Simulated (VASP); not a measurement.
# Se (P3_121) in VASP: further runs

The runs below take Se through single point, with PBE.

Everything below comes from runs of VASP 6.6.1. Logs are shortened: lines on timing, memory, paths and dates and some standing lists are left out, and cuts for length are marked.

## Step 1: The structure

Symmetry: P3_121, No. 152, trigonal system. The conventional cell has a = 4.523 Å, b = 4.523 Å, c = 5.045 Å, α = 90.00°, β = 90.00°, γ = 120.00°. Around Se (site symmetry 2) lie 2 Se at 2.40 Å.

## Step 2: Single point, PBE

Contents of INCAR:

```
ALGO = Fast
EDIFF = 1E-6
ENCUT = 520
GGA = PE
ISIF = 2
ISMEAR = -1
LASPH = True
LCHARG = True
LELF = True
LREAL = False
LVHAR = True
LWAVE = False
NBANDS = 16
NELM = 100
PREC = Accurate
SIGMA = 0.05
```

Contents of KPOINTS:

```
k-points
0
Gamma
  9 9 7
```

Contents of POSCAR:

```
Se
1.0
    4.5229547150      0.0000000000      0.0000000000
   -2.2614773575      3.9169936833      0.0000000000
    0.0000000000      0.0000000000      5.0445912088
Se
3
Direct
    0.2187341966      0.0000000000      0.3333333333
    0.0000000000      0.2187341966      0.6666666667
    0.7812658034      0.7812658034      0.0000000000
```

Potentials or basis: VASP PAW PBE potentials, release 64 (Se).

Command:

```
$ cat potpaw_PBE.64/Se/POTCAR > POTCAR
$ mpirun -np 1 vasp_std > vasp.out
```

OUTCAR:

```text
EDIFF = 1E-6
   ENCUT = 520
   GGA = PE
   ISIF = 2
   ISMEAR = -1
   LASPH = True
   LREAL = False
   NELM = 100
   PREC = Accurate

 ion  position               nearest neighbor table
   1  0.219  0.000  0.333-   3 2.40   2 2.40
   2  0.000  0.219  0.667-   3 2.40   1 2.40
   3  0.781  0.781  0.000-   2 2.40   1 2.40

  LATTYP: Found a hexagonal cell.
 ALAT       =     4.5229547150
 C/A-ratio  =     1.1153309124

  Lattice vectors:

 A1 = (   4.5229547150,   0.0000000000,   0.0000000000)
 A2 = (  -2.2614773575,   3.9169936833,   0.0000000000)
 A3 = (   0.0000000000,   0.0000000000,   5.0445912088)

Analysis of symmetry for initial positions (statically):
=====================================================================
 Subroutine PRICEL returns:
 Original cell was already a primitive cell.

 Routine SETGRP: Setting up the symmetry group for a
 hexagonal supercell.

 Subroutine GETGRP returns: Found  6 space group operations
 (whereof  2 operations were pure point group operations)
 out of a pool of 24 trial point group operations.

The static configuration has the point symmetry C_2 .
 The point group associated with its full space group is D_3 .

Analysis of symmetry for dynamics (positions and initial velocities):
=====================================================================
 Subroutine PRICEL returns:
 Original cell was already a primitive cell.

 Routine SETGRP: Setting up the symmetry group for a
 hexagonal supercell.

 Subroutine GETGRP returns: Found  6 space group operations
 (whereof  2 operations were pure point group operations)
 out of a pool of 24 trial point group operations.

The dynamic configuration has the point symmetry C_2 .
 The point group associated with its full space group is D_3 .

 Subroutine INISYM returns: Found  6 space group operations
 (whereof  2 operations are pure point group operations),
 and found     1 'primitive' translations

----------------------------------------------------------------------------------------

                                     Primitive cell

  volume of cell :      89.3719

  direct lattice vectors                    reciprocal lattice vectors
     4.522954715  0.000000000  0.000000000     0.221094409  0.127648917  0.000000000
    -2.261477358  3.916993683  0.000000000     0.000000000  0.255297833  0.000000000
     0.000000000  0.000000000  5.044591209     0.000000000  0.000000000  0.198232118

  length of vectors
     4.522954715  4.522954715  5.044591209     0.255297833  0.255297833  0.198232118

  position of ions in fractional coordinates (direct lattice)
     0.218734197  0.000000000  0.333333333
     0.000000000  0.218734197  0.666666667
     0.781265803  0.781265803  0.000000000

  ion indices of the primitive-cell ions
   primitive index   ion index
                 1           1
                 2           2
                 3           3

----------------------------------------------------------------------------------------

 KPOINTS: k-points

Automatic generation of k-mesh.
 Grid dimensions read from file:
 generate k-points for:    9    9    7

 Generating k-lattice:

  Cartesian coordinates                     Fractional coordinates (reciprocal lattice)
     0.024566045  0.014183213  0.000000000     0.111111111  0.000000000  0.000000000
     0.000000000  0.028366426  0.000000000     0.000000000  0.111111111  0.000000000
     0.000000000  0.000000000  0.028318874     0.000000000  0.000000000  0.142857143

  Length of vectors
     0.028366426  0.028366426  0.028318874

  Shift w.r.t. Gamma in fractional coordinates (k-lattice)
     0.000000000  0.000000000  0.000000000

 Subroutine IBZKPT returns following result:
 ===========================================

 Found     69 irreducible k-points:

 Following reciprocal coordinates:
            Coordinates               Weight
  0.000000  0.000000  0.000000      1.000000
  0.111111 -0.000000  0.000000      6.000000
  0.222222  0.000000  0.000000      6.000000
  0.333333 -0.000000  0.000000      6.000000
  0.444444  0.000000  0.000000      6.000000
  0.111111  0.111111  0.000000      6.000000
[... 16 lines left out ...]
  0.222222  0.111111  0.142857     12.000000
 -0.111111  0.333333  0.142857     12.000000
 [... further k-points ...]
   k-points           NKPTS =     69   k-points in BZ     NKDIM =     69   number of bands    NBANDS=     16
   number of dos      NEDOS =    301   number of ions     NIONS =      3
   total plane-waves  NPLWV =  51840
   dimension x,y,z NGX =    36 NGY =   36 NGZ =   40
   dimension x,y,z NGXF=    72 NGYF=   72 NGZF=   80
   ions per type =               3
   NGX,Y,Z   is equivalent  to a cutoff of  13.23, 13.23, 13.18 a.u.
   NGXF,Y,Z  is equivalent  to a cutoff of  26.46, 26.46, 26.36 a.u.
 SYSTEM =  unknown system
   PREC   = accura    normal or accurate (medium, high low for compatibility)
   ISTART =      0    job   : 0-new  1-cont  2-samecut
   ICHARG =      2    charge: 1-file 2-atom 10-const
   ISPIN  =      1    spin polarized calculation?
   LNONCOLLINEAR =      F non collinear calculations
   LSORBIT =      F    spin-orbit coupling
   LASPH  =      T    aspherical Exc in radial PAW
   ENCUT  =  520.0 eV  38.22 Ry    6.18 a.u.   8.41  8.41  9.38*2*pi/ulx,y,z
   NELM   =    100;   NELMIN=  2; NELMDL= -5     # of ELM steps
   EDIFF  = 0.1E-05   stopping-criterion for ELM
[... 8 lines left out ...]
   TEBEG  =    0.0;   TEEND  =   0.0 temperature during run
   PSTRESS=    0.0 pullay stress
   NELECT =      18.0000    total number of electrons
   NUPDOWN=      -1.0000    fix difference up-down
   EMIN   =  10.00;   EMAX   =-10.00  energy-range for DOS
   EFERMI =   0.00;   METHOD = LEGACY
   ISMEAR =    -1;   SIGMA  =   0.05  broadening in eV -4-tet -1-fermi 0-gaus
   EFERMI_NEDOS =   21; number of points for ismear=-14 and -15
   IALGO  =     68    algorithm
   IMIX   =      4    mixing-type and parameters
     AMIX     =   0.40;   BMIX     =  1.00
     AMIX_MAG =   1.60;   BMIX_MAG =  1.00
  volume/ion in A,a.u.               =      29.79       201.04
  Fermi-wavevector in a.u.,A,eV,Ry     =   0.959619  1.813416 12.529167  0.920868
  Thomas-Fermi vector in A             =   2.088831
   LORBIT       =      0    0 simple, 1 ext, 2 COOP (PROOUT), +10 PAW based schemes
   GGA     = PE    functional components
   LHFCALC =     F    Hartree Fock is set to
   AEXX    =    0.0000 exact exchange contribution
   IVDW    =     0    specifies the selected vdW correction
   LEPSILON=     F    determine dielectric tensor
   LRPA    =     F    only Hartree local field effects (RPA)
 non-spin polarized calculation
 RMM-DIIS sequential band-by-band and
  energy-cutoff  :      520.00
  volume of cell :       89.37
 maximum number of plane-waves:      2461
 NGX is ok and might be reduce to    36
   NGX = 17   NGY = 17   NGZ = 19

 number of electron      18.0000001 magnetization

 Free energy of the ion-electron system (eV)
  ---------------------------------------------------
  ext. energy  EPLUGINS =         0.00000000
  ---------------------------------------------------
  free energy    TOTEN  =       -10.51088192 eV

  energy without entropy =      -10.51088169  energy(sigma->0) =      -10.51088181

 E-fermi :   2.4344     XC(G=0):  -8.4253

 val. band max:        1.8042742444   @ k =   0.0000   0.4444   0.4286
 cond. band min:       3.0197328048   @ k =   0.3333   0.3333   0.4286
 fundamental gap:      1.2154585604
 Fermi energy:         2.4343907518

 k-point     1 :       0.0000    0.0000    0.0000
  band No.  band energies     occupation
      1     -13.5435      2.00000
      2      -9.7253      2.00000
      3      -9.7253      2.00000
      4      -1.8928      2.00000
      5      -1.8928      2.00000
      6      -1.5889      2.00000
[... 8 lines left out ...]
     15       8.4834      0.00000
     16      10.2715      0.00000

 k-point     2 :       0.1111   -0.0000    0.0000
  band No.  band energies     occupation
      1     -13.5066      2.00000
      2      -9.7610      2.00000
      3      -9.7235      2.00000
      4      -2.1621      2.00000
      5      -2.0109      2.00000
      6      -1.4967      2.00000
[... 8 lines left out ...]
     15       8.7575      0.00000
     16      10.2334      0.00000

 k-point     3 :       0.2222    0.0000    0.0000
  band No.  band energies     occupation
      1     -13.4082      2.00000
      2      -9.8605      2.00000
      3      -9.7188      2.00000
      4      -2.5447      2.00000
      5      -2.2321      2.00000
      6      -1.4500      2.00000
[... 8 lines left out ...]
     15       9.4975      0.00000
     16      10.4667      0.00000

 k-point     4 :       0.3333   -0.0000    0.0000
  band No.  band energies     occupation
      1     -13.2862      2.00000
      2      -9.9908      2.00000
      3      -9.7131      2.00000
      4      -2.7957      2.00000
      5      -2.4267      2.00000
      6      -1.4106      2.00000
[... 8 lines left out ...]
     15      10.3261      0.00000
     16      11.1624      0.00000

 k-point     5 :       0.4444    0.0000    0.0000
  band No.  band energies     occupation
      1     -13.1994      2.00000
      2     -10.0872      2.00000
      3      -9.7092      2.00000
      4      -2.8960      2.00000
      5      -2.5406      2.00000
      6      -1.2910      2.00000
[... 8 lines left out ...]
     15      11.0976      0.00000
     16      11.5555      0.00000

 k-point     6 :       0.1111    0.1111    0.0000
  band No.  band energies     occupation
      1     -13.4388      2.00000
      2      -9.8232      2.00000
      3      -9.7261      2.00000
      4      -2.4235      2.00000
      5      -2.2214      2.00000
      6      -1.4209      2.00000
[... 8 lines left out ...]
     15       9.1883      0.00000
     16      10.2158      0.00000

 k-point     7 :       0.2222    0.1111    0.0000
  band No.  band energies     occupation
      1     -13.3277      2.00000
      2      -9.9272      2.00000
      3      -9.7345      2.00000
      4      -2.6877      2.00000
      5      -2.4390      2.00000
      6      -1.3596      2.00000
[... 8 lines left out ...]
     15       9.8815      0.00000
     16      10.6487      0.00000

 k-point     8 :       0.3333    0.1111    0.0000
  band No.  band energies     occupation
      1     -13.2211      2.00000
      2     -10.0334      2.00000
      3      -9.7421      2.00000
      4      -2.8421      2.00000
      5      -2.5654      2.00000
      6      -1.2753      2.00000
[... 8 lines left out ...]
     15      10.6971      0.00000
     16      11.4102      0.00000

 k-point     9 :       0.4444    0.1111    0.0000
  band No.  band energies     occupation
      1     -13.1763      2.00000
      2     -10.0796      2.00000
      3      -9.7450      2.00000
      4      -2.8850      2.00000
      5      -2.6079      2.00000
      6      -1.1626      2.00000
[... 8 lines left out ...]
     15      10.7957      0.00000
     16      11.4803      0.00000
[... 172 lines left out ...]
 k-point    19 :       0.0000    0.3333    0.1429
  band No.  band energies     occupation
      1     -13.1989      2.00000
      2     -10.6051      2.00000
      3      -9.1541      2.00000
      4      -2.8124      2.00000
      5      -2.6575      2.00000
      6      -1.4184      2.00000
[... 8 lines left out ...]
     15      10.2651      0.00000
     16      11.2363      0.00000

 k-point    20 :       0.4444    0.0000    0.1429
  band No.  band energies     occupation
      1     -13.1150      2.00000
      2     -10.6018      2.00000
      3      -9.2665      2.00000
      4      -2.8608      2.00000
      5      -2.7254      2.00000
      6      -1.2980      2.00000
[... 8 lines left out ...]
     15      10.8528      0.00000
     16      11.2855      0.00000

 k-point    21 :       0.0000    0.4444    0.1429
  band No.  band energies     occupation
      1     -13.1141      2.00000
      2     -10.6137      2.00000
      3      -9.2473      2.00000
      4      -2.8780      2.00000
      5      -2.7922      2.00000
      6      -1.4092      2.00000
[... 8 lines left out ...]
     15      11.2489      0.00000
     16      11.5229      0.00000

 k-point    22 :       0.1111    0.1111    0.1429
  band No.  band energies     occupation
      1     -13.3495      2.00000
      2     -10.5866      2.00000
      3      -9.0101      2.00000
      4      -2.4929      2.00000
      5      -2.2594      2.00000
      6      -1.3519      2.00000
[... 8 lines left out ...]
     15       9.1583      0.00000
     16      10.1884      0.00000

 k-point    23 :       0.2222    0.1111    0.1429
  band No.  band energies     occupation
      1     -13.2407      2.00000
      2     -10.5837      2.00000
      3      -9.1406      2.00000
      4      -2.7335      2.00000
      5      -2.4608      2.00000
      6      -1.2779      2.00000
[... 8 lines left out ...]
     15       9.6335      0.00000
     16      10.7164      0.00000

 k-point    24 :      -0.1111    0.3333    0.1429
  band No.  band energies     occupation
      1     -13.2400      2.00000
      2     -10.5941      2.00000
      3      -9.1227      2.00000
      4      -2.7383      2.00000
      5      -2.5599      2.00000
      6      -1.3438      2.00000
[... 8 lines left out ...]
     15       9.8343      0.00000
     16      10.9885      0.00000

 [... further k-points ...]
[... 5 lines left out ...]
  --------------------------------------------------------------------------------------
  -------------------------------------------------------------------------------------
  Total        0.0498194      0.0498194      0.0725914     -0.0000000      0.0000000      0.0000000
  in kB        0.8931161      0.8931161      1.3013509     -0.0000000      0.0000000      0.0000000
  external PRESSURE =       1.0291944 kB  Pullay stress =       0.0000000 kB

 VOLUME and BASIS-vectors are now :
 -----------------------------------------------------------------------------
  energy-cutoff  :      520.00
  volume of cell :       89.37
      direct lattice vectors                 reciprocal lattice vectors
     4.522954715  0.000000000  0.000000000     0.221094409  0.127648917  0.000000000
    -2.261477358  3.916993683  0.000000000     0.000000000  0.255297833  0.000000000
     0.000000000  0.000000000  5.044591209     0.000000000  0.000000000  0.198232118

 POSITION                                       TOTAL-FORCE (eV/Angst)
 -----------------------------------------------------------------------------------
      0.98932      0.00000      1.68153         0.026587     -0.000000     -0.000000
     -0.49466      0.85678      3.36306        -0.013294      0.023025      0.000000
      1.76681      3.06021      0.00000        -0.013294     -0.023025      0.000000
 -----------------------------------------------------------------------------------
    total drift:                                0.000000      0.000001     -0.000000

  FREE ENERGIE OF THE ION-ELECTRON SYSTEM (eV)
  ---------------------------------------------------
  free  energy   TOTEN  =       -10.5108819240 eV

  energy  without entropy=      -10.5108816879  energy(sigma->0) =      -10.51088181
```

Run time: 75 s. Hardware: 1 thread of AMD EPYC 7R13 (Zen 3), shared host; peak memory 0.22 GiB.

Results:

* Free energy: -10.5109 eV
* Pressure: 0.1 GPa
* Largest force: 0.027 eV/Å
* Band gap on the k mesh: 1.22 eV, indirect (least direct gap 1.31 eV)

Forces on the atoms (eV/Å):
```
Se   0.027  0.000  0.000
Se  -0.013  0.023  0.000
Se  -0.013 -0.023  0.000
```

Caveat: an odd mesh through Γ misses points on the zone boundary, where band edges often lie.

## Step 3: Single point, PBE

Contents of INCAR:

```
PREC = Accurate ; ENCUT = 520
EDIFF = 1E-6 ; ISMEAR = -1
SIGMA = 0.05 ; LREAL = F
LASPH = T ; NELM = 100
ALGO = Normal ; ISIF = 2
LWAVE = F ; LCHARG = F
GGA = PE ; NBANDS = 16
```

Contents of KPOINTS:

```
regular mesh
0
Gamma
  9 9 7
```

POSCAR is that of step 2.

Potentials or basis: VASP PAW PBE potentials, release 64 (Se).

Command:

```
$ cat potpaw_PBE.64/Se/POTCAR > POTCAR
$ mpirun -np 1 vasp_std > vasp.out
```

OUTCAR:

```text
PREC = Accurate
   ENCUT = 520
   EDIFF = 1E-6
   ISMEAR = -1
   LREAL = F
   LASPH = T
   NELM = 100
   ISIF = 2
   GGA = PE

 ion  position               nearest neighbor table
   1  0.219  0.000  0.333-   3 2.40   2 2.40
   2  0.000  0.219  0.667-   3 2.40   1 2.40
   3  0.781  0.781  0.000-   2 2.40   1 2.40

  LATTYP: Found a hexagonal cell.
 ALAT       =     4.5229547150
 C/A-ratio  =     1.1153309124

  Lattice vectors:

[... 632 lines left out ...]
      4      -2.7384      2.00000
      5      -2.5600      2.00000
      6      -1.3438      2.00000
[... 8 lines left out ...]
     15       9.8340      0.00000
     16      10.9879      0.00000

 [... further k-points ...]
[... 5 lines left out ...]
  --------------------------------------------------------------------------------------
  -------------------------------------------------------------------------------------
  Total        0.0491225      0.0491225      0.0728115     -0.0000000      0.0000000     -0.0000000
  in kB        0.8806230      0.8806230      1.3052983     -0.0000000      0.0000000     -0.0000000
  external PRESSURE =       1.0221814 kB  Pullay stress =       0.0000000 kB

 VOLUME and BASIS-vectors are now :
 -----------------------------------------------------------------------------
  energy-cutoff  :      520.00
  volume of cell :       89.37
      direct lattice vectors                 reciprocal lattice vectors
     4.522954715  0.000000000  0.000000000     0.221094409  0.127648917  0.000000000
    -2.261477358  3.916993683  0.000000000     0.000000000  0.255297833  0.000000000
     0.000000000  0.000000000  5.044591209     0.000000000  0.000000000  0.198232118

 POSITION                                       TOTAL-FORCE (eV/Angst)
 -----------------------------------------------------------------------------------
      0.98932      0.00000      1.68153         0.027198     -0.000000     -0.000000
     -0.49466      0.85678      3.36306        -0.013599      0.023554      0.000000
      1.76681      3.06021      0.00000        -0.013599     -0.023554      0.000000
 -----------------------------------------------------------------------------------
    total drift:                                0.000000      0.000001     -0.000000

  FREE ENERGIE OF THE ION-ELECTRON SYSTEM (eV)
  ---------------------------------------------------
  free  energy   TOTEN  =       -10.5108820350 eV

  energy  without entropy=      -10.5108817990  energy(sigma->0) =      -10.51088192
```

OSZICAR:

```text
N       E                     dE             d eps       ncg     rms          rms(c)
DAV:   1     0.837442853357E+02    0.83744E+02   -0.71023E+03  2208   0.925E+02
DAV:   2    -0.485772169862E+01   -0.88602E+02   -0.84281E+02  2888   0.153E+02
DAV:   3    -0.105541931771E+02   -0.56965E+01   -0.56742E+01  2712   0.444E+01
DAV:   4    -0.105977074033E+02   -0.43514E-01   -0.43506E-01  2904   0.460E+00
DAV:   5    -0.105980367112E+02   -0.32931E-03   -0.32930E-03  2840   0.398E-01    0.646E+00
DAV:   6    -0.105337585344E+02    0.64278E-01   -0.37517E-02  2728   0.120E+00    0.399E+00
DAV:   7    -0.105112673183E+02    0.22491E-01   -0.76880E-02  2680   0.169E+00    0.201E-01
DAV:   8    -0.105106994361E+02    0.56788E-03   -0.90307E-03  2480   0.570E-01    0.975E-02
DAV:   9    -0.105108319374E+02   -0.13250E-03   -0.28519E-04  3112   0.110E-01    0.318E-02
DAV:  10    -0.105108786570E+02   -0.46720E-04   -0.59845E-05  2592   0.510E-02    0.769E-03
DAV:  11    -0.105108821324E+02   -0.34754E-05   -0.89422E-06  3064   0.174E-02    0.389E-03
DAV:  12    -0.105108820350E+02    0.97366E-07   -0.18071E-06  2096   0.857E-03
   1 F= -.10510882E+02 E0= -.10510882E+02  d E =-.236007E-06
```

stdout:

```text
POSCAR found type information on POSCAR Se
 POSCAR found :  1 types and       3 ions
 scaLAPACK will be used
 LDA part: xc-table for (Slater+PW92), standard interpolation
 POSCAR, INCAR and KPOINTS ok, starting setup
 FFT: planning ... GRIDC
 FFT: planning ... GRID_SOFT
 FFT: planning ... GRID
 WAVECAR not read
 entering main loop
```

Run time: 75 s. Hardware: 1 thread of AMD EPYC 7R13 (Zen 3), shared host; peak memory 0.22 GiB.

Results:

```yaml
Free_energy: -10.5109 eV
Pressure: 0.1 GPa
Largest_force: 0.027 eV/Å
Band_gap_on_the_k_mesh: 1.22 eV, indirect (least direct gap 1.31 eV)
```

Forces on the atoms (eV/Å):
```
Se   0.027  0.000  0.000
Se  -0.014  0.024  0.000
Se  -0.014 -0.024  0.000
```

Levels at points of the mesh, in eV from the valence-band top:
```
           k point  band 7  band 8  band 9  band 10  band 11  band 12
(0.00, 0.00, 0.00)   -1.82   -1.82   -0.28     1.96     1.96     2.33
```

Caveat: an odd mesh through Γ misses points on the zone boundary, where band edges often lie.
